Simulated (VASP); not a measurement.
Data:

```yaml
crystal:
  lattice:
    - [1.77077, -3.06707, 0.00000]
    - [1.77077, 3.06707, 0.00000]
    - [0.00000, 0.00000, 5.71272]
  atoms:
    - { symbol: In, position: [0.66667, 0.33333, 0.49987] }
    - { symbol: In, position: [0.33333, 0.66667, 0.99987] }
    - { symbol: N, position: [0.66667, 0.33333, 0.87913] }
    - { symbol: N, position: [0.33333, 0.66667, 0.37913] }
```

These are SCAN meta-GGA, VASP's PBE PAW potentials (set 64) (plane waves; VASP) values and carry that method's errors. Run with 520 eV cut-off, 11×11×6 Γ-centred mesh, tetrahedra with Blöchl corrections, potentials In_d N.

Unless said otherwise, spin-orbit coupling is left out, though it shifts the bands of the heavy elements here.

Give the energies of bands 13 to 20 at the high-symmetry points, in eV from the valence-band maximum.

| band | Γ | M | K | A | L | H |
|---|---|---|---|---|---|---|
| 13 | -5.86 | -5.47 | -4.67 | -3.43 | -5.52 | -5.21 |
| 14 | -0.91 | -4.57 | -4.67 | -3.43 | -5.52 | -5.21 |
| 15 | -0.91 | -3.46 | -4.35 | -0.46 | -1.69 | -3.39 |
| 16 | -0.07 | -2.40 | -2.41 | -0.46 | -1.69 | -3.39 |
| 17 | 0.00 | -1.72 | -2.41 | -0.46 | -1.59 | -1.28 |
| 18 | 0.00 | -0.91 | -2.18 | -0.46 | -1.59 | -1.28 |
| 19 | 0.03 | 4.23 | 5.27 | 2.66 | 3.78 | 5.67 |
| 20 | 3.15 | 4.85 | 6.26 | 2.66 | 3.78 | 5.67 |

The gap is direct, 0.03 eV, from the valence maximum at Γ to the conduction minimum at Γ.

The compound is InN in the wurtzite structure. It was relaxed first.
